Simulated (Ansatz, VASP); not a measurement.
One calculation of SiNi, two programs

```xyz
8
Lattice="4.5122 0.0000 0.0000 0.0000 4.5122 0.0000 0.0000 0.0000 4.5122" Properties=species:S:1:pos:R:3 pbc="T T T"
Si    3.8191    3.8191    3.8191
Si    2.9492    0.6931    1.5630
Si    1.5630    2.9492    0.6931
Si    0.6931    1.5630    2.9492
Ni    0.6720    0.6720    0.6720
Ni    1.5842    3.8403    2.9281
Ni    2.9281    1.5842    3.8403
Ni    3.8403    2.9281    1.5842
```

Alike in both runs: functional PBEsol; k mesh 8 × 8 × 8; occupations gaussian, width 0.1 eV; no spin polarisation.

Ansatz relaxed the structure, and its values are those at the end. VASP's run is a single point on that final structure, the one shown.

|  | VASP | Ansatz |
| --- | --- | --- |
| version | VASP 6.6.1 | Ansatz 0.2.0 |
| potentials or method | VASP PAW PBE potentials, release 64 (Si, Ni) | scalar-relativistic, plane waves, PAW |
| plane-wave cutoff (eV) | 520 | 420 |
| valence electrons in the cell | 56 | 88 |

|  | VASP | Ansatz | Ansatz less VASP |
| --- | --- | --- | --- |
| gap on the k mesh at the Fermi level (eV) | none | none | - |
| pressure (GPa) | -5.3 | -5.6 | -0.20 |
| rms of the force components (eV/Å) | 0.008 | 0.008 | +0.0005 |

A gap of «none» marks a metal or a gap that the smearing closes. The two sets of potentials don't hold the same shells in valence. Ansatz warned: «stress_scf_threshold_loose».

Caveats: the PAW data sets were made with another functional, which shifts forces and pressure a little (VASP). Spin polarisation is off, so any magnetic state and its effect on volume and gap are missing.
